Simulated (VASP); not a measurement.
# SiGe15 (F-43m) in VASP: notebook

Runs on SiGe15. Level: PBEsol. Tasks: relaxation of cell and atoms.

Everything below comes from runs of VASP 6.6.1. Logs are shortened: lines on timing, memory, paths and dates and some standing lists are left out, and cuts for length are marked.

### 1 The crystal as given

The structure is cubic, space group F-43m (No. 216). The conventional cell has a = 11.287 Å, b = 11.287 Å, c = 11.287 Å, α = 90.00°, β = 90.00°, γ = 90.00°. Si (site symmetry -43m) is surrounded by 4 Ge at 2.44 Å. Ge (site symmetry 2mm) is surrounded by 4 Ge at 2.44 Å. Around Ge (site symmetry -43m) lie 4 Ge at 2.44 Å. Around Ge (site symmetry 3m) lie 1 Si at 2.44 Å and 3 Ge at 2.44 Å. Ge (site symmetry 3m) is surrounded by 4 Ge at 2.44 Å.

The cell was built by a generator and needn't be a form met in nature.

### 2 Relaxation of cell and atoms, PBEsol

INCAR

```
SYSTEM = SiGe15
PREC = Accurate ; ENCUT = 600
EDIFF = 1E-6 ; ISMEAR = 0
SIGMA = 0.03 ; LREAL = .FALSE.
LASPH = .TRUE. ; NELM = 80
ALGO = Normal ; ISIF = 3
LWAVE = .FALSE. ; LCHARG = .FALSE.
GGA = PS ; IBRION = 2
NSW = 90 ; EDIFFG = -0.01
KPAR = 4
```

KPOINTS

```
Automatic mesh
0
G
  6 6 6
  0 0 0
```

POSCAR

```
SiGe15
1.0
    0.0000000000      5.6434012500     -5.6434012500
    5.6434012500      5.6434012500      0.0000000000
    5.6434012500      0.0000000000     -5.6434012500
Si Ge
1 15
Direct
    0.5000000000      0.0000000000      0.5000000000
    0.5000000000      0.5000000000      0.5000000000
    0.0000000000      0.0000000000      0.5000000000
    0.0000000000      0.5000000000      0.5000000000
    0.5000000000      0.0000000000      0.0000000000
    0.5000000000      0.5000000000      0.0000000000
    0.0000000000      0.0000000000      0.0000000000
    0.0000000000      0.5000000000      0.0000000000
    0.3750000000      0.3750000000      0.3750000000
    0.3750000000      0.8750000000      0.3750000000
    0.8750000000      0.3750000000      0.3750000000
    0.8750000000      0.8750000000      0.3750000000
    0.3750000000      0.3750000000      0.8750000000
    0.3750000000      0.8750000000      0.8750000000
    0.8750000000      0.3750000000      0.8750000000
    0.8750000000      0.8750000000      0.8750000000
```

Potentials or basis: VASP PAW PBE potentials, release 64 (Si, Ge_d).

The run is started by

```
$ cat potpaw_PBE.64/Si/POTCAR potpaw_PBE.64/Ge_d/POTCAR > POTCAR
$ mpirun -np 4 vasp_std > vasp.out
```

OUTCAR:

```text
SYSTEM = SiGe15
   PREC = Accurate
   ENCUT = 600
   EDIFF = 1E-6
   ISMEAR = 0
   LREAL = .FALSE.
   LASPH = .TRUE.
   NELM = 80
   ISIF = 3
   GGA = PS
   IBRION = 2
   NSW = 90
   EDIFFG = -0.01

 ion  position               nearest neighbor table
   1  0.500  0.000  0.500-   9 2.44  10 2.44  12 2.44  14 2.44
   2  0.500  0.500  0.500-   9 2.44  10 2.44  11 2.44  13 2.44
   3  0.000  0.000  0.500-  10 2.44  11 2.44  12 2.44  16 2.44
   4  0.000  0.500  0.500-   9 2.44  11 2.44  12 2.44  15 2.44
   5  0.500  0.000  0.000-  10 2.44  13 2.44  14 2.44  16 2.44
   6  0.500  0.500  0.000-   9 2.44  13 2.44  14 2.44  15 2.44
[... 8 lines left out ...]
  15  0.875  0.375  0.875-   4 2.44   6 2.44   7 2.44   8 2.44
  16  0.875  0.875  0.875-   3 2.44   5 2.44   7 2.44   8 2.44

  LATTYP: Found a face centered cubic cell.
 ALAT       =    11.2868025000

  Lattice vectors:

 A1 = (   0.0000000000,   5.6434012500,  -5.6434012500)
 A2 = (   5.6434012500,   5.6434012500,   0.0000000000)
 A3 = (   5.6434012500,   0.0000000000,  -5.6434012500)

Analysis of symmetry for initial positions (statically):
=====================================================================
 Subroutine PRICEL returns:
 Original cell was already a primitive cell.

 Routine SETGRP: Setting up the symmetry group for a
 face centered cubic supercell.

 Subroutine GETGRP returns: Found 24 space group operations
 (whereof  4 operations were pure point group operations)
 out of a pool of 48 trial point group operations.

The static configuration has the point symmetry C_2v.
 The point group associated with its full space group is T_d .

Analysis of symmetry for dynamics (positions and initial velocities):
=====================================================================
 Subroutine PRICEL returns:
 Original cell was already a primitive cell.

 Routine SETGRP: Setting up the symmetry group for a
 face centered cubic supercell.

 Subroutine GETGRP returns: Found 24 space group operations
 (whereof  4 operations were pure point group operations)
 out of a pool of 48 trial point group operations.

The dynamic configuration has the point symmetry C_2v.
 The point group associated with its full space group is T_d .

 Subroutine INISYM returns: Found 24 space group operations
 (whereof  4 operations are pure point group operations),
 and found     1 'primitive' translations
[... 134 lines left out ...]
     AMIX_MAG =   1.60;   BMIX_MAG =  1.00
  volume/ion in A,a.u.               =      22.47       151.61
  Fermi-wavevector in a.u.,A,eV,Ry     =   1.377194  2.602520 25.805676  1.896664
  Thomas-Fermi vector in A             =   2.502370
   LORBIT       =      0    0 simple, 1 ext, 2 COOP (PROOUT), +10 PAW based schemes
   GGA     = PS    functional components
   LHFCALC =     F    Hartree Fock is set to
   AEXX    =    0.0000 exact exchange contribution
   IVDW    =     0    specifies the selected vdW correction
   LEPSILON=     F    determine dielectric tensor
   LRPA    =     F    only Hartree local field effects (RPA)
 conjugate gradient relaxation of ions
 non-spin polarized calculation
 Gauss-broadening in eV      SIGMA  =   0.03
  energy-cutoff  :      600.00
  volume of cell :      359.46
 maximum number of plane-waves:     12039
   NGX = 31   NGY = 31   NGZ = 31

--------------------------------------- Ionic step        1  -------------------------------------------

 number of electron     214.0000045 magnetization

 Free energy of the ion-electron system (eV)
  ---------------------------------------------------
  ext. energy  EPLUGINS =         0.00000000
  ---------------------------------------------------
  free energy    TOTEN  =       -79.72351681 eV

  energy without entropy =      -79.72351282  energy(sigma->0) =      -79.72351482

------------------------ aborting loop because EDIFF is reached ----------------------------------------

  FORCE on cell =-STRESS in cart. coord.  units (eV):
  Direction    XX          YY          ZZ          XY          YZ          ZX
  --------------------------------------------------------------------------------------
  -------------------------------------------------------------------------------------
  Total        1.1197916      1.1197916      1.1197916      0.0000000      0.0000000     -0.0000000
  in kB        4.9910856      4.9910856      4.9910856      0.0000000      0.0000000     -0.0000000
  external PRESSURE =       4.9910856 kB  Pullay stress =       0.0000000 kB
[... 131 lines left out ...]
  FREE ENERGIE OF THE ION-ELECTRON SYSTEM (eV)
  ---------------------------------------------------
  free  energy   TOTEN  =       -79.7473807151 eV

  energy  without entropy=      -79.7472634883  energy(sigma->0) =      -79.74732210

[... ionic steps 4 to 7 ...]

--------------------------------------- Ionic step        8  -------------------------------------------

 number of electron     214.0000058 magnetization

------------------------ aborting loop because EDIFF is reached ----------------------------------------
[... 95 lines left out ...]
--------------------------------------- Ionic step       10  -------------------------------------------

 number of electron     214.0000061 magnetization

 Free energy of the ion-electron system (eV)
  ---------------------------------------------------
  ext. energy  EPLUGINS =         0.00000000
  ---------------------------------------------------
  free energy    TOTEN  =       -79.75075536 eV

  energy without entropy =      -79.75074163  energy(sigma->0) =      -79.75074850

 E-fermi :   4.8953     XC(G=0): -10.0681

 val. band max:        4.8393465944   @ k =   0.0000   0.0000   0.0000
 cond. band min:       4.9427899949   @ k =   0.0000   0.0000   0.0000
 fundamental gap:      0.1034434005
 Fermi energy:         4.8952521181

 k-point     1 :       0.0000    0.0000    0.0000
  band No.  band energies     occupation
      1     -19.9039      2.00000
      2     -19.9039      2.00000
      3     -19.9039      2.00000
      4     -19.8964      2.00000
      5     -19.8964      2.00000
      6     -19.8964      2.00000
[... 1941 lines left out ...]
    118       8.0336      0.00000
    119       8.0515      0.00000
 [bands above 119 left out]

------------------------ aborting loop because EDIFF is reached ----------------------------------------

  FORCE on cell =-STRESS in cart. coord.  units (eV):
  Direction    XX          YY          ZZ          XY          YZ          ZX
  --------------------------------------------------------------------------------------
  -------------------------------------------------------------------------------------
  Total        0.1226153      0.1226153      0.1226153      0.0000000      0.0000000     -0.0000000
  in kB        0.5428438      0.5428438      0.5428438      0.0000000      0.0000000     -0.0000000
  external PRESSURE =       0.5428438 kB  Pullay stress =       0.0000000 kB
[... 31 lines left out ...]
  FREE ENERGIE OF THE ION-ELECTRON SYSTEM (eV)
  ---------------------------------------------------
  free  energy   TOTEN  =       -79.7507553619 eV

  energy  without entropy=      -79.7507416324  energy(sigma->0) =      -79.75074850

 reached required accuracy - stopping structural energy minimisation
```

CONTCAR:

```text
SiGe15
   1.00000000000000
     0.0000000000000000    5.6560966593434383   -5.6560966593434383
     5.6560966593434383    5.6560966593434383   -0.0000000000000000
     5.6560966593434383    0.0000000000000000   -5.6560966593434383
  Si              Ge
     1    15
Direct
     0.5000000000000000    0.0000000000000000    0.5000000000000000
     0.5000367674750152    0.4999632325249848    0.5000367674750152
     0.9999632325249848    0.0000367674750152    0.5000367674750152
     0.9999632325249848    0.4999632325249848    0.5000367674750152
     0.5000367674750152    0.0000367674750152    0.9999632325249848
     0.5000367674750152    0.4999632325249848    0.9999632325249848
[... 8 lines left out ...]
     0.8749740860812567    0.3749740860812570    0.8749740860812567
     0.8749740860812567    0.8750777417562292    0.8749740860812567

  0.00000000E+00  0.00000000E+00  0.00000000E+00
  0.00000000E+00  0.00000000E+00  0.00000000E+00
  0.00000000E+00  0.00000000E+00  0.00000000E+00
  0.00000000E+00  0.00000000E+00  0.00000000E+00
  0.00000000E+00  0.00000000E+00  0.00000000E+00
  0.00000000E+00  0.00000000E+00  0.00000000E+00
[... 8 lines left out ...]
  0.00000000E+00  0.00000000E+00  0.00000000E+00
  0.00000000E+00  0.00000000E+00  0.00000000E+00
```

Wall time 31 min (4 MPI ranks of Intel Xeon Platinum 8488C (Sapphire Rapids), shared host); peak memory 1 GiB.

Results:

* Free energy: -79.7508 eV
* Relaxed volume: 22.62 Å³/atom
* Relaxed cell: a = 7.999 Å, b = 7.999 Å, c = 7.999 Å, α = 60.00°, β = 60.00°, γ = 60.00°
* Space group after relaxing (to 0.05 Å): F-43m (No. 216)
* Energy gained by relaxing: 1.7 meV/atom
* Ionic steps: 10
* Pressure after relaxing: 0.1 GPa
* Band gap on the k mesh: 0.10 eV, direct

The path:
| step | energy change (eV) | largest force (eV/Å) | pressure (GPa) | volume (Å³) |
| --- | --- | --- | --- | --- |
| 1 | 0.0000 | 0.4010 | 0.50 | 359.46 |
| 2 | -0.0235 | 0.1353 | -0.22 | 363.12 |
| 3 | -0.0239 | 0.0945 | -0.27 | 363.69 |
| 4 | -0.0238 | 0.0839 | -0.32 | 363.84 |
| 5 | -0.0272 | 0.0178 | -0.02 | 362.00 |
| 6 | -0.0272 | 0.0120 | -0.14 | 362.05 |
| 7 | -0.0271 | 0.0131 | 0.05 | 361.29 |
| 8 | -0.0272 | 0.0074 | 0.12 | 361.52 |
| 9 | -0.0272 | 0.0088 | 0.13 | 361.74 |
| 10 | -0.0272 | 0.0100 | 0.05 | 361.89 |

Final structure:
```
Si Ge
1.0
     0.00000    5.65610   -5.65610
     5.65610    5.65610    0.00000
     5.65610    0.00000   -5.65610
Si Ge
1 15
Cartesian
  2.8280 2.8280 -5.6561
  5.6561 5.6561 -5.6565
  2.8285 5.6561 -8.4841
  5.6561 8.4837 -8.4841
  5.6561 2.8285 -8.4841
  8.4837 5.6561 -8.4841
  5.6561 5.6561 -11.3118
  2.8280 2.8280 0.0000
  4.2247 4.2247 -4.2595
  7.0875 7.0875 -4.2595
  4.2424 7.0698 -7.0704
  7.0875 9.8808 -7.0527
  7.0698 4.2424 -7.0704
  9.8808 7.0875 -7.0527
  7.0698 7.0698 -9.8979
  9.8985 9.8985 -9.8979
```

Caveat: the PAW data sets were made with another functional, which shifts forces and pressure a little.

### 3 Relaxation of cell and atoms, PBEsol

This run uses another cell than the first one, of 22.62 Å³/atom, 1.007 times its volume.

INCAR

```
SYSTEM = SiGe15
PREC = Accurate ; ENCUT = 600
EDIFF = 1E-7 ; ISMEAR = 0
SIGMA = 0.03 ; LREAL = .FALSE.
LASPH = .TRUE. ; NELM = 80
ALGO = Normal ; ISIF = 3
LWAVE = .FALSE. ; LCHARG = .FALSE.
GGA = PS ; IBRION = 2
NSW = 90 ; EDIFFG = -0.005
KPAR = 4
```

KPOINTS is that of step 2.

POSCAR

```
SiGe15                                  
1.0
    0.0000000000      5.6560966593     -5.6560966593
    5.6560966593      5.6560966593     -0.0000000000
    5.6560966593      0.0000000000     -5.6560966593
  Si              Ge            
     1    15
Direct
     0.5000000000000000    0.0000000000000000    0.5000000000000000
     0.5000367674750152    0.4999632325249848    0.5000367674750152
     0.9999632325249848    0.0000367674750152    0.5000367674750152
     0.9999632325249848    0.4999632325249848    0.5000367674750152
     0.5000367674750152    0.0000367674750152    0.9999632325249848
     0.5000367674750152    0.4999632325249848    0.9999632325249848
     0.9999632325249848    0.0000367674750152    0.9999632325249848
     0.0000000000000000    0.5000000000000000    0.0000000000000000
     0.3765395289765422    0.3703814130703735    0.3765395289765422
     0.3765395289765422    0.8765395289765421    0.3765395289765422
     0.8749740860812567    0.3749740860812570    0.3750777417562292
     0.8703814130703734    0.8765395289765421    0.3765395289765422
     0.3750777417562292    0.3749740860812570    0.8749740860812567
     0.3765395289765422    0.8765395289765421    0.8703814130703734
     0.8749740860812567    0.3749740860812570    0.8749740860812567
     0.8749740860812567    0.8750777417562292    0.8749740860812567
```

Potentials or basis: VASP PAW PBE potentials, release 64 (Si, Ge_d).

The run is started by

```
$ cat potpaw_PBE.64/Si/POTCAR potpaw_PBE.64/Ge_d/POTCAR > POTCAR
$ mpirun -np 4 vasp_std > vasp.out
```

Run time: 16 min. Hardware: 4 MPI ranks of Intel Xeon Platinum 8488C (Sapphire Rapids), shared host; peak memory 1 GiB.

Results (log left out):

- Free energy: -79.7511 eV
- Relaxed volume: 22.62 Å³/atom
- Relaxed cell: a = 7.999 Å, b = 7.999 Å, c = 7.999 Å, α = 60.00°, β = 60.00°, γ = 60.00°
- Space group after relaxing (to 0.05 Å): F-43m (No. 216)
- Energy gained by relaxing: 0.0 meV/atom
- Ionic steps: 6
- Pressure after relaxing: 0.0 GPa
- Band gap on the k mesh: 0.10 eV, direct

Forces in eV/Å, atoms in the order of the input:
```
Si   0.000  0.000  0.000
Ge   0.000  0.000  0.002
Ge  -0.002  0.000  0.000
Ge   0.000  0.002  0.000
Ge   0.000 -0.002  0.000
Ge   0.002  0.000  0.000
Ge   0.000  0.000 -0.002
Ge   0.000  0.000  0.000
Ge   0.001  0.001  0.001
Ge  -0.001 -0.001  0.001
Ge   0.001 -0.001 -0.001
Ge  -0.001  0.001 -0.001
Ge  -0.001  0.001 -0.001
Ge   0.001 -0.001 -0.001
Ge  -0.001 -0.001  0.001
Ge   0.001  0.001  0.001
```

Final structure:
```cif
data_structure
_symmetry_space_group_name_H-M 'P 1'
_symmetry_Int_Tables_number 1
_cell_length_a 7.9993
_cell_length_b 7.9993
_cell_length_c 7.9993
_cell_angle_alpha 60.000
_cell_angle_beta 60.000
_cell_angle_gamma 60.000
_cell_volume 361.94
loop_
_atom_site_label
_atom_site_type_symbol
_atom_site_fract_x
_atom_site_fract_y
_atom_site_fract_z
_atom_site_occupancy
Si1 Si 0.50000 0.00000 0.50000 1
Ge1 Ge 0.49999 0.50001 0.49999 1
Ge2 Ge 0.00001 0.99999 0.49999 1
Ge3 Ge 0.00001 0.50001 0.49999 1
Ge4 Ge 0.49999 0.99999 0.00001 1
Ge5 Ge 0.49999 0.50001 0.00001 1
Ge6 Ge 0.00001 0.99999 0.00001 1
Ge7 Ge 0.00000 0.50000 0.00000 1
Ge8 Ge 0.37652 0.37045 0.37652 1
Ge9 Ge 0.37652 0.87652 0.37652 1
Ge10 Ge 0.87496 0.37496 0.37512 1
Ge11 Ge 0.87045 0.87652 0.37652 1
Ge12 Ge 0.37512 0.37496 0.87496 1
Ge13 Ge 0.37652 0.87652 0.87045 1
Ge14 Ge 0.87496 0.37496 0.87496 1
Ge15 Ge 0.87496 0.87512 0.87496 1
```

Levels at points of the mesh, in eV from the valence-band top:
```csv
k point,band 105,band 106,band 107,band 108,band 109,band 110
"(0.00, 0.00, 0.00)",0.00,0.00,0.00,0.10,0.14,0.14
"(0.50, 0.00, 0.00)",-0.90,-0.82,-0.82,0.68,0.70,1.23
"(0.50, 0.50, 0.00)",-1.51,-1.48,-1.41,0.90,1.01,1.84
```

Caveat: the PAW data sets were made with another functional, which shifts forces and pressure a little.
